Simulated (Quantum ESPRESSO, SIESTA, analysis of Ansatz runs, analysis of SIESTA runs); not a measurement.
# V_F in LiF (Fm-3m): how far do the levels depend on the basis, the mesh and the program? (SIESTA and Quantum ESPRESSO), part 4 of 6

Question: at which Fermi levels does V_F in LiF (Fm-3m) change its charge, and how much of the answer depends on the basis, the mesh and the program? The model is a cell of 54 host atoms with 1 F taken out.

SIESTA and Quantum ESPRESSO ; SIESTA numerical-orbital DFT, PBEsol, DZP basis, PseudoDojo 0.4.1 potentials converted to PSML; charged supercells in a uniform background, point-charge correction with alignment at far sites.

So far. Step 6 (SIESTA, PBEsol, DZP, mesh 300 Ry, energy shift 0.01 Ry …): Against the first level the gap goes from 9.10 to 9.08 eV, and the level that moves most, (0/−1), from 7.52 to 7.49 eV.

## (7) SIESTA, PBEsol, DZP, mesh 300 Ry, energy shift 0.002 Ry, with orbitals at the vacancy, k = ¼

Level of this step: SIESTA numerical-orbital DFT, PBEsol, DZP basis, PseudoDojo 0.4.1 potentials converted to PSML; single point of a defect supercell at fixed charge in a uniform background (SIESTA).

The orbitals' energy shift goes from 0.005 to 0.002 Ry on the same structures. A smaller shift lets the orbitals reach further, at a higher cost; if the levels stay, the first range was enough.

Input file defect.fdf:

```
SystemName                      Li27F26
SystemLabel                     defect
NumberOfSpecies                 3
NumberOfAtoms                   54
%block ChemicalSpeciesLabel
  1    3 Li
  2    9 F
  3   -9 F_ghost
%endblock ChemicalSpeciesLabel
LatticeConstant                 1.0 Ang
%block LatticeVectors
     0.005415000     5.990970000     5.990970000
     5.990970000     0.005415000     5.990970000
     5.990970000     5.990970000     0.005415000
%endblock LatticeVectors
AtomicCoordinatesFormat         Fractional
%block AtomicCoordinatesAndAtomicSpecies
     0.000218887    -0.000912336     0.000818831  1
     0.166695741     0.166491750     0.166526500  2
     0.000404404    -0.000781785     0.333864042  1
[... 25 atom lines left out ...]
     0.500498491     0.499413880     0.826589221  2
[... 3 atom lines left out ...]
     0.501188577     0.824324193     0.499494331  2
[... 1 atom line left out ...]
     0.499684902     0.832884580     0.833279865  2
[... 9 atom lines left out ...]
     0.827727498     0.498486350     0.500391938  2
[... 1 atom line left out ...]
     0.835242487     0.497772695     0.833431294  2
[... 3 atom lines left out ...]
     0.833501751     0.832448048     0.500227894  2
[... 2 atom lines left out ...]
     0.499999875     0.499999875     0.499999875  3
%endblock AtomicCoordinatesAndAtomicSpecies
%block kgrid.MonkhorstPack
    1   0   0  0.25
    0   1   0  0.25
    0   0   1  0.25
%endblock kgrid.MonkhorstPack
XC.Functional                   GGA
XC.Authors                      PBEsol
PAO.BasisSize                   DZP
PAO.EnergyShift                 0.002 Ry
Mesh.Cutoff                     300 Ry
%block PAO.PolarizationScheme
  Li non-perturbative
%endblock PAO.PolarizationScheme
NetCharge                       1.0
OccupationFunction              FD
ElectronicTemperature           0.01 eV
MaxSCFIterations                150
SCF.MustConverge                true
SCF.Mixer.Method                Pulay
SCF.Mixer.Weight                0.2
SCF.Mixer.History               10
SCF.DM.Tolerance                1.0e-4
SCF.H.Tolerance                 1.0e-3 eV
WriteForces                     true
Charge.Mulliken                 end
SaveRho                         true
SaveElectrostaticPotential      true
Charge.Hirshfeld                end
Charge.Voronoi                  end
```

Command:

```
> OMP_NUM_THREADS=1 siesta defect.fdf > defect.out
```

What it wrote:

```text
Version         : 5.4.2

                           ***********************
                           *  WELCOME TO SIESTA  *
                           ***********************

[...]
reinit: Reading from file defect.fdf

reinit: -----------------------------------------------------------------------
reinit: System Name: Li27F26
reinit: -----------------------------------------------------------------------
reinit: System Label: defect
reinit: -----------------------------------------------------------------------

initatom: Reading input for the pseudopotentials and atomic orbitals ----------
Species number:   1 Atomic number:    3 Label: Li
Species number:   2 Atomic number:    9 Label: F
Species number:   3 Atomic number:   -9 Label: F_ghost (floating PAOs)

[... pseudopotential checks and orbital generation ...]

prinput: Basis input

PAO.BasisType split

%block ChemicalSpeciesLabel
    1    3 Li                      # Species index, atomic number, species label
    2    9 F                       # Species index, atomic number, species label
    3   -9 F_ghost                 # Species index, atomic number, species label
%endblock ChemicalSpeciesLabel

%block PAO.Basis                 # Define Basis set
# WARNING: This information might be incomplete!
Li                    3                    # Species label, number of l-shells
 n=1   0   1                         # n, l, Nzeta
   2.896
   1.000
 n=2   0   2                         # n, l, Nzeta
  11.044      7.710
   1.000      1.000
 n=2   1   1                         # n, l, Nzeta
  11.044
   1.000
F                     2                    # Species label, number of l-shells
 n=2   0   2                         # n, l, Nzeta
   3.789      2.139
[...]
(Free)E + p*V (eV/cell)   -22698.5143
Target enthalpy (eV/cell)   -22711.3423
[...]
siesta: Final energy (eV):
siesta:  Band Struct. =   -7248.558732
siesta:       Kinetic =   15358.532819
siesta:       Hartree =    6116.527652
siesta:         Exch. =   -4761.948489
siesta:         Corr. =    -323.397276
siesta:   Exch.-corr. =   -5085.345764
siesta:  Ion-electron =  -28872.086315
siesta:       Ion-ion =  -10228.970699
siesta:         Total =  -22711.342308
siesta:         Fermi =     -13.023001
[...]
siesta: Atomic forces (eV/Ang):
siesta:      1   -0.012620   -0.014884    0.009928
siesta:      2   -0.019805   -0.016733   -0.015837
siesta:      3    0.005871   -0.022715    0.002494
[...]
siesta:     53   -0.005126    0.006073    0.004121
siesta:     54    0.000040   -0.000140    0.000087
siesta: ----------------------------------------
siesta:    Tot    0.008526   -0.006210    0.001634
[...]
siesta: Stress tensor (static) (eV/Ang**3):
siesta:    -0.029841    0.001322    0.001358
siesta:     0.001322   -0.029965    0.001331
siesta:     0.001358    0.001331   -0.029802
[...]
siesta: Cell volume =        429.469393 Ang**3
[...]
siesta: Pressure (static):
siesta:                Solid            Molecule  Units
siesta:           0.00032532          0.00032278  Ry/Bohr**3
siesta:           0.02986955          0.02963656  eV/Ang**3
siesta:          47.85629037         47.48301027  kBar
[...]
mulliken: Qtot =      262.000

Mulliken Atomic Populations:
Atom #   charge [q] valence [e]  Species
     1     0.624556    2.375444  Li
     2    -0.608806    7.608806  F
     3     0.634578    2.365422  Li
     4    -0.608985    7.608985  F
     5     0.634274    2.365726  Li
     6    -0.614036    7.614036  F
[...]
50     0.598865    2.401135  Li
    51    -0.609232    7.609232  F
    52     0.626786    2.373214  Li
    53    -0.608896    7.608896  F
    54     7.001741   -0.001741  F_ghost
 Total     8.000000

[...]
Job completed
```

Elapsed: 8.2 min, on 1 MPI rank of Arm Neoverse V2, shared host; peak memory 1.2 GiB.

On the kept structures the largest force at this level is 0.06 eV/Å, so they are close to rest here too.

By state, in eV; the first energy still holds the atoms taken out or put in:

| charge | moment (μB) | energy over the host, electrons at the valence top | point-charge term | potential shift at far sites | its spread | correction |
| --- | --- | --- | --- | --- | --- | --- |
| −1 | 0 | 680.015 | 0.293 | -0.061 | 0.041 | 0.354 |
| 0 | 1 | 672.857 | 0.000 | - | - | 0.000 |
| +1 | 0 | 666.591 | 0.293 | 0.040 | 0.025 | 0.333 |

Against the first level the gap goes from 9.10 to 9.10 eV, and the level that moves most, (+1/0), from 5.96 to 5.93 eV.

## (8) SIESTA, PBEsol, SZP, mesh 300 Ry, energy shift 0.005 Ry, with orbitals at the vacancy, k = ¼

The basis is cut down to SZP on the same structures. It is cheaper, and shows which numbers a minimal description loses first.

Input file defect.fdf:

```
SystemName                      Li27F26
SystemLabel                     defect
NumberOfSpecies                 3
NumberOfAtoms                   54
%block ChemicalSpeciesLabel
  1    3 Li
  2    9 F
  3   -9 F_ghost
%endblock ChemicalSpeciesLabel
LatticeConstant                 1.0 Ang
%block LatticeVectors
     0.005415000     5.990970000     5.990970000
     5.990970000     0.005415000     5.990970000
     5.990970000     5.990970000     0.005415000
%endblock LatticeVectors
AtomicCoordinatesFormat         Fractional
%block AtomicCoordinatesAndAtomicSpecies
     0.000056948    -0.000951814     0.001129530  1
     0.166784585     0.166318463     0.166875805  2
     0.000361639    -0.000987442     0.334656454  1
[... 25 atom lines left out ...]
     0.500865905     0.499345912     0.840629219  2
[... 3 atom lines left out ...]
     0.501014775     0.839197951     0.500047948  2
[... 1 atom line left out ...]
     0.500000203     0.832858726     0.833082933  2
[... 9 atom lines left out ...]
     0.841816239     0.498596938     0.500991537  2
[... 1 atom line left out ...]
     0.834405172     0.498449692     0.833516700  2
[... 3 atom lines left out ...]
     0.833597353     0.832290540     0.500389989  2
[... 2 atom lines left out ...]
     0.499999875     0.499999875     0.499999875  3
%endblock AtomicCoordinatesAndAtomicSpecies
%block kgrid.MonkhorstPack
    1   0   0  0.25
    0   1   0  0.25
    0   0   1  0.25
%endblock kgrid.MonkhorstPack
XC.Functional                   GGA
XC.Authors                      PBEsol
PAO.BasisSize                   SZP
PAO.EnergyShift                 0.005 Ry
Mesh.Cutoff                     300 Ry
%block PAO.PolarizationScheme
  Li non-perturbative
%endblock PAO.PolarizationScheme
NetCharge                       -1.0
OccupationFunction              FD
ElectronicTemperature           0.01 eV
MaxSCFIterations                150
SCF.MustConverge                true
SCF.Mixer.Method                Pulay
SCF.Mixer.Weight                0.2
SCF.Mixer.History               10
SCF.DM.Tolerance                1.0e-4
SCF.H.Tolerance                 1.0e-3 eV
WriteForces                     true
Charge.Mulliken                 end
SaveRho                         true
SaveElectrostaticPotential      true
Charge.Hirshfeld                end
Charge.Voronoi                  end
```

What it wrote:

```text
Version         : 5.4.2

                           ***********************
                           *  WELCOME TO SIESTA  *
                           ***********************

[...]
reinit: Reading from file defect.fdf

reinit: -----------------------------------------------------------------------
reinit: System Name: Li27F26
reinit: -----------------------------------------------------------------------
reinit: System Label: defect
reinit: -----------------------------------------------------------------------

initatom: Reading input for the pseudopotentials and atomic orbitals ----------
Species number:   1 Atomic number:    3 Label: Li
Species number:   2 Atomic number:    9 Label: F
Species number:   3 Atomic number:   -9 Label: F_ghost (floating PAOs)

[... pseudopotential checks and orbital generation ...]

prinput: Basis input

PAO.BasisType split

%block ChemicalSpeciesLabel
    1    3 Li                      # Species index, atomic number, species label
    2    9 F                       # Species index, atomic number, species label
    3   -9 F_ghost                 # Species index, atomic number, species label
%endblock ChemicalSpeciesLabel

%block PAO.Basis                 # Define Basis set
# WARNING: This information might be incomplete!
Li                    3                    # Species label, number of l-shells
 n=1   0   1                         # n, l, Nzeta
   2.646
   1.000
 n=2   0   1                         # n, l, Nzeta
   9.893
[...]
n=2   1   1                         # n, l, Nzeta
[...]
F                     2                    # Species label, number of l-shells
 n=2   0   1                         # n, l, Nzeta
[...]
(Free)E + p*V (eV/cell)   -22716.2095
Target enthalpy (eV/cell)   -22717.9152
[...]
siesta: Final energy (eV):
siesta:  Band Struct. =   -6978.590010
siesta:       Kinetic =   15563.391026
siesta:       Hartree =    6173.631276
siesta:         Exch. =   -4800.412824
siesta:         Corr. =    -326.792863
siesta:   Exch.-corr. =   -5127.205688
siesta:  Ion-electron =  -28868.145453
siesta:       Ion-ion =  -10459.586331
siesta:         Total =  -22717.915170
siesta:         Fermi =      -4.847199
[...]
siesta: Atomic forces (eV/Ang):
siesta:      1   -0.007757   -0.004781    0.007204
siesta:      2   -0.013117   -0.008607   -0.005148
siesta:      3   -0.014025   -0.020976    0.006401
[...]
siesta:     53   -0.002813    0.000605    0.006032
siesta:     54   -0.000046   -0.000250    0.000118
siesta: ----------------------------------------
siesta:    Tot    0.000793    0.001340    0.001415
[...]
siesta: Stress tensor (static) (eV/Ang**3):
siesta:    -0.003948    0.002557    0.002584
siesta:     0.002557   -0.004045    0.002571
siesta:     0.002584    0.002571   -0.003922
[...]
siesta: Cell volume =        429.469393 Ang**3
[...]
siesta: Pressure (static):
siesta:                Solid            Molecule  Units
siesta:           0.00004326          0.00002972  Ry/Bohr**3
siesta:           0.00397158          0.00272834  eV/Ang**3
siesta:           6.36317318          4.37128230  kBar
[...]
mulliken: Qtot =      264.000

Mulliken Atomic Populations:
Atom #   charge [q] valence [e]  Species
     1     0.351091    2.648909  Li
     2    -0.395334    7.395334  F
     3     0.318264    2.681736  Li
     4    -0.395981    7.395981  F
     5     0.316337    2.683663  Li
     6    -0.394702    7.394702  F
[...]
50     0.250575    2.749425  Li
    51    -0.395893    7.395893  F
    52     0.432474    2.567526  Li
    53    -0.395511    7.395511  F
    54     6.989337    0.010663  F_ghost
 Total     6.000000

[...]
Job completed
```

Run time: 3.1 min. Hardware: 1 MPI rank; peak memory 0.83 GiB.

On the kept structures the largest force at this level is 0.07 eV/Å, so they are close to rest here too.

By state, in eV; the first energy still holds the atoms taken out or put in:

| charge | moment (μB) | energy over the host, electrons at the valence top | point-charge term | potential shift at far sites | its spread | correction |
| --- | --- | --- | --- | --- | --- | --- |
| −1 | 0 | 679.754 | 0.293 | -0.068 | 0.044 | 0.361 |
| 0 | 1 | 672.900 | 0.000 | - | - | 0.000 |
| +1 | 0 | 666.648 | 0.293 | 0.031 | 0.023 | 0.324 |

Against the first level the gap goes from 9.10 to 8.86 eV, and the level that moves most, (0/−1), from 7.52 to 7.21 eV; counted from the conduction bottom it moves by 0.07 eV, so it follows the conduction band more closely, by this count alone (no common zero is set between the two levels of method).

## (9) SIESTA, PBEsol, TZP, mesh 300 Ry, energy shift 0.005 Ry, with orbitals at the vacancy, k = ¼

The basis is enlarged to TZP on the same structures. If the levels stay put, the first basis was large enough for them.

Changes to defect.fdf since step 8:

```diff
@@ -42,3 +42,3 @@
 XC.Authors                      PBEsol
-PAO.BasisSize                   SZP
+PAO.BasisSize                   TZP
 PAO.EnergyShift                 0.005 Ry
```

What it wrote:

```text
Version         : 5.4.2

                           ***********************
                           *  WELCOME TO SIESTA  *
                           ***********************

[...]
reinit: Reading from file defect.fdf

reinit: -----------------------------------------------------------------------
reinit: System Name: Li27F26
reinit: -----------------------------------------------------------------------
reinit: System Label: defect
reinit: -----------------------------------------------------------------------

initatom: Reading input for the pseudopotentials and atomic orbitals ----------
Species number:   1 Atomic number:    3 Label: Li
Species number:   2 Atomic number:    9 Label: F
Species number:   3 Atomic number:   -9 Label: F_ghost (floating PAOs)

[... pseudopotential checks and orbital generation ...]

prinput: Basis input

PAO.BasisType split

%block ChemicalSpeciesLabel
    1    3 Li                      # Species index, atomic number, species label
    2    9 F                       # Species index, atomic number, species label
    3   -9 F_ghost                 # Species index, atomic number, species label
%endblock ChemicalSpeciesLabel

%block PAO.Basis                 # Define Basis set
# WARNING: This information might be incomplete!
Li                    3                    # Species label, number of l-shells
 n=1   0   1                         # n, l, Nzeta
   2.646
   1.000
 n=2   0   3                         # n, l, Nzeta
   9.893      7.239      8.049
   1.000      1.000      1.000
 n=2   1   1                         # n, l, Nzeta
   9.893
   1.000
F                     2                    # Species label, number of l-shells
 n=2   0   3                         # n, l, Nzeta
   3.462      2.100      2.489
[...]
1   -0.009428   -0.005230    0.007897
     2   -0.004961   -0.000928    0.002540
     3   -0.001902   -0.010479    0.003059
[...]
53   -0.009779   -0.006225   -0.001867
    54    0.000110   -0.000285   -0.000023
   Tot   -0.001246    0.000450    0.000481
   Max    0.027415
   Res    0.011146    sqrt( Sum f_i^2 / 3N )
   Max    0.027415    constrained
[...]
Stress tensor Voigt[x,y,z,yz,xz,xy] (kbar):        3.98        3.84        4.02        2.48        2.50        2.46
(Free)E + p*V (eV/cell)   -22726.3806
Target enthalpy (eV/cell)   -22725.3226
[...]
siesta: Final energy (eV):
siesta:  Band Struct. =   -7072.584799
siesta:       Kinetic =   15387.041522
siesta:       Hartree =    6081.818072
siesta:         Exch. =   -4778.194433
siesta:         Corr. =    -326.128543
siesta:   Exch.-corr. =   -5104.322976
siesta:  Ion-electron =  -28630.272870
siesta:       Ion-ion =  -10459.586331
siesta:         Total =  -22725.322583
siesta:         Fermi =      -5.546046
[...]
siesta: Stress tensor (static) (eV/Ang**3):
siesta:     0.002486    0.001536    0.001560
siesta:     0.001536    0.002397    0.001548
siesta:     0.001560    0.001548    0.002507
[...]
siesta: Cell volume =        429.469393 Ang**3
[...]
siesta: Pressure (static):
siesta:                Solid            Molecule  Units
siesta:          -0.00002683         -0.00002682  Ry/Bohr**3
siesta:          -0.00246348         -0.00246225  eV/Ang**3
siesta:          -3.94693735         -3.94495157  kBar
[...]
mulliken: Qtot =      264.000

Mulliken Atomic Populations:
Atom #   charge [q] valence [e]  Species
     1     0.303125    2.696875  Li
     2    -0.385070    7.385070  F
     3     0.351359    2.648641  Li
     4    -0.386571    7.386571  F
     5     0.351188    2.648812  Li
     6    -0.382222    7.382222  F
[...]
50     0.285562    2.714438  Li
    51    -0.386405    7.386405  F
    52     0.378370    2.621630  Li
    53    -0.385426    7.385426  F
    54     7.048475   -0.048475  F_ghost
 Total     6.000000

[...]
Job completed
```

The job ended after 6.5 min (1 MPI rank; peak memory 1.1 GiB).

On the kept structures the largest force at this level is 0.05 eV/Å, so they are close to rest here too.

By state, in eV; the first energy still holds the atoms taken out or put in:

| charge | moment (μB) | energy over the host, electrons at the valence top | point-charge term | potential shift at far sites | its spread | correction |
| --- | --- | --- | --- | --- | --- | --- |
| −1 | 0 | 679.968 | 0.293 | -0.069 | 0.039 | 0.362 |
| 0 | 1 | 672.815 | 0.000 | - | - | 0.000 |
| +1 | 0 | 666.553 | 0.293 | 0.035 | 0.025 | 0.328 |

Against the first level the gap goes from 9.10 to 9.12 eV, and the level that moves most, (+1/0), from 5.96 to 5.93 eV.

(Continued in part 5 of 6.)

[Logs are printed without paths, hosts, clocks, repeated set-up lines and the standing remarks that a program may print on its own settings, such as how far it seeks lower states.]

[Hosts, paths, dates, database ids (printed as entryN), source tags and the programs' standing remarks are cut or masked in the printed files.]

[For some hosts the program warned that the k-mesh of the response run may be too coarse for force constants and the static dielectric constant; such warnings are not shown here.]

[Charge tables in the logs are Mulliken or Hirshfeld populations, whose sizes and signs can differ; where basis functions stand at a vacancy, SIESTA counts their charge against the missing atom's valence.]

[In relaxation paths of CP2K, step 0 can be the structure after the first move, since the trajectory file begins there, and the last row can be the final structure solved once more.]
